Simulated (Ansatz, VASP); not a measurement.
**Two plane-wave programs on Tl**

Contents of INCAR:

```
  PREC = Accurate
  ENCUT = 520
  EDIFF = 1E-6
  ISMEAR = -1
  SIGMA = 0.05
  LREAL = F
  LASPH = T
  NELM = 80
  ALGO = Fast
  ISIF = 2
  LWAVE = F
  LCHARG = F
  GGA = CA
  NBANDS = 12
```

The input KPOINTS:

```
regular mesh
0
Gamma
  10 10 10
```

Contents of POSCAR:

```
Tl
1.0
   -1.8157850712      1.8157850712      1.8157850712
    1.8157850712     -1.8157850712      1.8157850712
    1.8157850712      1.8157850712     -1.8157850712
Tl
1
Direct
    0.0000000000      0.0000000000      0.0000000000
```

File input.yaml:

```yaml
crystal:
  lattice:
    - [-1.8157850712, 1.8157850712, 1.8157850712]
    - [1.8157850712, -1.8157850712, 1.8157850712]
    - [1.8157850712, 1.8157850712, -1.8157850712]
  atoms:
    - { symbol: Tl, position: [0.0, 0.0, 0.0] }
hamiltonian:
  xc: lda
  pseudopotentials: { kind: paw, xc_functional: lda, accuracy: standard }
kpoints:
  mp_grid: { grid: [10, 10, 10] }
scf:
  occupations: { method: fermi_dirac, width: 0.05 }
  n_extra_bands: 6
output:
  forces: true
  stress: true
  eigenvalues: true
  dos: { projected: true, de: 0.05, nscf_kmesh: { grid: [15, 15, 15] } }
```

Change from the starting cell: volume scaled by 0.8.

Alike in both runs: functional LDA; k mesh 10 × 10 × 10; occupations fermi-dirac, width 0.05 eV; no spin polarisation.

```csv
,VASP,Ansatz
version,VASP 6.6.1,Ansatz 0.2.0
potentials or method,"VASP PAW LDA potentials, release 64 (Tl_d)",JTH PAW LDA
plane-wave cutoff (eV),520,1800
valence electrons in the cell,13,13
task,single point,projected density of states
```

|  | VASP | Ansatz | Ansatz less VASP |
| --- | --- | --- | --- |
| gap on the k mesh at the Fermi level (eV) | none | none | - |
| pressure (GPa) | 8.1 | 7.9 | -0.27 |

A gap of «none» marks a metal or a gap that the smearing closes.

Caveats: the density of states is complete only up to the lowest level of the last band computed (Ansatz). Spin-orbit coupling is left out, which matters for the levels of Tl.
